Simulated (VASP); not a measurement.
# P (R-3m) in VASP: further runs

The runs below take P through relaxation of cell and atoms, with PBEsol+D3(BJ).

Program: VASP 6.6.1. These are calculated values, not measurements. Logs are shortened: lines on timing, memory, paths and dates and some standing lists are left out, and cuts for length are marked.

## 1. Starting point

It takes space group R-3m (No. 166, trigonal). The conventional cell has a = 3.300 Å, b = 3.300 Å, c = 8.132 Å, α = 90.00°, β = 90.00°, γ = 120.00°. Around P (site symmetry 3m) lie 6 P at 2.28 to 2.40 Å.

This isn't the form of P at room conditions, which is orthorhombic.

## 2. Relaxation of cell and atoms, PBEsol+D3(BJ), target pressure 18.75 GPa, at which the enthalpy is minimised

INCAR reads:

```
SYSTEM = P
  PREC = Accurate
  ENCUT = 520
  EDIFF = 1E-7
  ISMEAR = 0
  SIGMA = 0.1
  LREAL = .False.
  LASPH = .True.
  NELM = 80
  ALGO = Normal
  ISIF = 3
  LWAVE = .False.
  LCHARG = .False.
  GGA = PS
  IVDW = 12
  IBRION = 2
  NSW = 80
  EDIFFG = -0.15
  PSTRESS = 187.5
```

KPOINTS reads:

```
Automatic mesh
0
Gamma
  15 15 15
  0 0 0
```

POSCAR reads:

```
P                                       
1.0
    1.6500578608      0.9526613527      2.7106416232
   -1.6500578608      0.9526613527      2.7106416232
    0.0000000000     -1.9053226955      2.7106416230
  P             
     2
Direct
     0.2438885637961548    0.2438885637961548    0.2438885637980022
     0.7561114362038452    0.7561114362038452    0.7561114362019978
```

Potentials or basis: VASP PAW PBE potentials, release 64 (P).

The run is started by

```
cat potpaw_PBE.64/P/POTCAR > POTCAR
mpirun -np 1 vasp_std > vasp.out
```

OUTCAR:

```text
SYSTEM = P
   PREC = Accurate
   ENCUT = 520
   EDIFF = 1E-7
   ISMEAR = 0
   LREAL = .False.
   LASPH = .True.
   NELM = 80
   ISIF = 3
   GGA = PS
   IVDW = 12
   IBRION = 2
   NSW = 80
   EDIFFG = -0.15
   PSTRESS = 187.5
 IVDW          = 12

 ion  position               nearest neighbor table
   1  0.244  0.244  0.244-   2 2.28   2 2.28   2 2.28   2 2.40   2 2.40   2 2.40
   2  0.756  0.756  0.756-   1 2.28   1 2.28   1 2.28   1 2.40   1 2.40   1 2.40

  LATTYP: Found a trigonal (rhomboedric) cell.
 ALAT       =     3.3132812447
 COS(alpha) =     0.5039656658

  Lattice vectors:

 A1 = (   1.6500578608,   0.9526613527,   2.7106416232)
 A2 = (  -1.6500578608,   0.9526613527,   2.7106416232)
 A3 = (   0.0000000000,  -1.9053226955,   2.7106416230)

Analysis of symmetry for initial positions (statically):
=====================================================================
 Subroutine PRICEL returns:
 Original cell was already a primitive cell.

 Routine SETGRP: Setting up the symmetry group for a
 trigonal (rhombohedral) supercell.

 Subroutine GETGRP returns: Found 12 space group operations
 (whereof 12 operations were pure point group operations)
 out of a pool of 12 trial point group operations.

The static configuration has the point symmetry D_3d.

Analysis of symmetry for dynamics (positions and initial velocities):
=====================================================================
 Subroutine PRICEL returns:
 Original cell was already a primitive cell.

 Routine SETGRP: Setting up the symmetry group for a
 trigonal (rhombohedral) supercell.

 Subroutine GETGRP returns: Found 12 space group operations
 (whereof 12 operations were pure point group operations)
 out of a pool of 12 trial point group operations.

The dynamic configuration has the point symmetry D_3d.

 Subroutine INISYM returns: Found 12 space group operations
 (whereof 12 operations are pure point group operations),
 and found     1 'primitive' translations

----------------------------------------------------------------------------------------

                                     Primitive cell

  volume of cell :      25.5659

  direct lattice vectors                    reciprocal lattice vectors
     1.650057861  0.952661353  2.710641623     0.303019677  0.174948492  0.122972115
    -1.650057861  0.952661353  2.710641623    -0.303019677  0.174948492  0.122972115
     0.000000000 -1.905322695  2.710641623     0.000000000 -0.349896984  0.122972115

  length of vectors
     3.313281245  3.313281245  3.313281241     0.370877393  0.370877393  0.370877393
[... 71 lines left out ...]
 SYSTEM =  P
   PREC   = accura    normal or accurate (medium, high low for compatibility)
   ISTART =      0    job   : 0-new  1-cont  2-samecut
   ICHARG =      2    charge: 1-file 2-atom 10-const
   ISPIN  =      1    spin polarized calculation?
   LNONCOLLINEAR =      F non collinear calculations
   LSORBIT =      F    spin-orbit coupling
   LASPH  =      T    aspherical Exc in radial PAW
   ENCUT  =  520.0 eV  38.22 Ry    6.18 a.u.   6.16  6.16  6.16*2*pi/ulx,y,z
   NELM   =     80;   NELMIN=  2; NELMDL= -5     # of ELM steps
   EDIFF  = 0.1E-06   stopping-criterion for ELM
   LREAL  =      F    real-space projection
   EDIFFG = -.1E+00   stopping-criterion for IOM
   NSW    =     80    number of steps for IOM
   IBRION =      2    ionic relax: 0-MD 1-quasi-New 2-CG
   NFREE  =      1    steps in history (QN), initial steepest desc. (CG)
   ISIF   =      3    stress and relaxation
   ISYM   =      2    0-nonsym 1-usesym 2-fastsym
   POTIM  = 0.5000    time-step for ionic-motion
   TEBEG  =    0.0;   TEEND  =   0.0 temperature during run
   PSTRESS=  187.5 pullay stress
   NELECT =      10.0000    total number of electrons
   NUPDOWN=      -1.0000    fix difference up-down
   EMIN   =  10.00;   EMAX   =-10.00  energy-range for DOS
   EFERMI =   0.00;   METHOD = LEGACY
   ISMEAR =     0;   SIGMA  =   0.10  broadening in eV -4-tet -1-fermi 0-gaus
   EFERMI_NEDOS =   21; number of points for ismear=-14 and -15
   IALGO  =     38    algorithm
   IMIX   =      4    mixing-type and parameters
     AMIX     =   0.40;   BMIX     =  1.00
     AMIX_MAG =   1.60;   BMIX_MAG =  1.00
  volume/ion in A,a.u.               =      12.78        86.26
  Fermi-wavevector in a.u.,A,eV,Ry     =   1.197258  2.262490 19.502960  1.433427
  Thomas-Fermi vector in A             =   2.333178
   LORBIT       =      0    0 simple, 1 ext, 2 COOP (PROOUT), +10 PAW based schemes
   GGA     = PS    functional components
   LHFCALC =     F    Hartree Fock is set to
   AEXX    =    0.0000 exact exchange contribution
   IVDW    =    12    specifies the selected vdW correction
   LEPSILON=     F    determine dielectric tensor
   LRPA    =     F    only Hartree local field effects (RPA)
 conjugate gradient relaxation of ions
 non-spin polarized calculation
 Gauss-broadening in eV      SIGMA  =   0.10
  energy-cutoff  :      520.00
  volume of cell :       25.57
 maximum number of plane-waves:       707
 NGX is ok and might be reduce to    28
   NGX = 13   NGY = 13   NGZ = 13

--------------------------------------- Ionic step        1  -------------------------------------------

 number of electron      10.0000000 magnetization

 Free energy of the ion-electron system (eV)
  ---------------------------------------------------
  ext. energy  EPLUGINS =         0.00000000
  ---------------------------------------------------
  free energy    TOTEN  =       -11.40651640 eV

  energy without entropy =      -11.40438229  energy(sigma->0) =      -11.40544935

------------------------ aborting loop because EDIFF is reached ----------------------------------------

 Edisp (eV)   -0.88885

 E8    (eV) :    -0.5277
[... 117 lines left out ...]
--------------------------------------- Ionic step        4  -------------------------------------------

 number of electron      10.0000000 magnetization

 Free energy of the ion-electron system (eV)
  ---------------------------------------------------
  ext. energy  EPLUGINS =         0.00000000
  ---------------------------------------------------
  free energy    TOTEN  =       -11.28505606 eV

  energy without entropy =      -11.28164324  energy(sigma->0) =      -11.28334965

 E-fermi :  12.2191     XC(G=0): -12.1116

 val. band max:       12.2163371751   @ k =  -0.2667   0.4000   0.2000
 cond. band min:      12.2236441920   @ k =   0.3333  -0.0000  -0.0000
 fundamental gap:      0.0073070169
 Fermi energy:        12.2190658205

 k-point     1 :       0.0000    0.0000    0.0000
  band No.  band energies     occupation
      1      -6.2078      2.00000
      2       9.7708      2.00000
      3       9.7708      2.00000
      4       9.8247      2.00000
      5      12.6523      0.00000
      6      15.9952      0.00000
      7      16.1205      0.00000
      8      16.1205      0.00000
      9      18.1757      0.00000
[... 265 lines left out ...]
 k-point    24 :       0.2000    0.1333    0.0000
  band No.  band energies     occupation
      1      -5.4294      2.00000
      2       6.7974      2.00000
      3       8.3829      2.00000
      4       8.8809      2.00000
      5      11.7057      2.00000
      6      14.7516      0.00000
      7      15.7764      0.00000
      8      17.3970      0.00000
      9      18.3433      0.00000

 [... further k-points ...]

------------------------ aborting loop because EDIFF is reached ----------------------------------------

 Edisp (eV)   -0.92370

 E8    (eV) :    -0.5485
[... 29 lines left out ...]
  energy  without entropy=      -12.2053385186  energy(sigma->0) =      -12.20704493

  enthalpy is  TOTEN    =        -9.3263825666 eV   P V=        2.8823687711

 reached required accuracy - stopping structural energy minimisation
```

CONTCAR:

```text
P
   1.00000000000000
     1.6326923806186904    0.9426353881795527    2.6672240563214893
    -1.6326923806186904    0.9426353881795527    2.6672240563214893
     0.0000000000000000   -1.8852707656922065    2.6672240558182412
  P
     2
Direct
     0.2451423872859352    0.2451423872859352    0.2451423872876992
     0.7548576127140648    0.7548576127140648    0.7548576127123008

  0.00000000E+00  0.00000000E+00  0.00000000E+00
  0.00000000E+00  0.00000000E+00  0.00000000E+00
```

It took 2.1 min on 1 thread of Intel Xeon Platinum 8488C (Sapphire Rapids), shared host; peak memory 0.21 GiB.

Results:

* Free energy: -12.2088 eV
* Relaxed volume: 12.31 Å³/atom
* Relaxed cell: a = 3.266 Å, b = 3.266 Å, c = 3.266 Å, α = 59.98°, β = 59.98°, γ = 59.98°
* Space group after relaxing (to 0.05 Å): R-3m (No. 166)
* Energy change on relaxing (the enthalpy is what falls): +43.3 meV/atom
* Ionic steps: 4
* Pressure after relaxing: 18.8 GPa
* Largest force after relaxing: 0.137 eV/Å
* Band gap on the k mesh: none (metal or under the smearing width)
* Dispersion energy per atom: -0.462 eV

Forces in eV/Å, atoms in the order of the input:
```
P    0.000  0.000  0.137
P    0.000  0.000 -0.137
```

Step by step:
```tsv
step	energy change (eV)	largest force (eV/Å)	pressure (GPa)	volume (Å³)
1	0.0000	0.0961	11.91	25.57
2	0.2401	0.3011	28.52	23.60
3	0.0861	0.1838	18.90	24.66
4	0.0866	0.1373	18.85	24.63
```

Final structure:
```cif
data_structure
_symmetry_space_group_name_H-M 'P 1'
_symmetry_Int_Tables_number 1
_cell_length_a 3.2662
_cell_length_b 3.2662
_cell_length_c 3.2662
_cell_angle_alpha 59.983
_cell_angle_beta 59.983
_cell_angle_gamma 59.983
_cell_volume 24.63
loop_
_atom_site_label
_atom_site_type_symbol
_atom_site_fract_x
_atom_site_fract_y
_atom_site_fract_z
_atom_site_occupancy
P1 P 0.24514 0.24514 0.24514 1
P2 P 0.75486 0.75486 0.75486 1
```

Levels at points of the mesh, in eV from the Fermi level:
| k point | band 2 | band 3 | band 4 | band 5 | band 6 | band 7 | band 8 | band 9 |
| --- | --- | --- | --- | --- | --- | --- | --- | --- |
| (0.00, 0.00, 0.00) | -2.45 | -2.45 | -2.39 | 0.43 | 3.78 | 3.90 | 3.90 | 5.96 |

Caveat: the cell is relaxed towards a set pressure, so the enthalpy falls and the energy may rise; the PAW data sets were made with another functional, which shifts forces and pressure a little; pairwise dispersion overbinds metals, which lowers pressure and volume; the relaxation stopped at a loose force limit of 0.15 eV/Å, so its end isn't a converged minimum.

(Continued in part 2 of 2.)
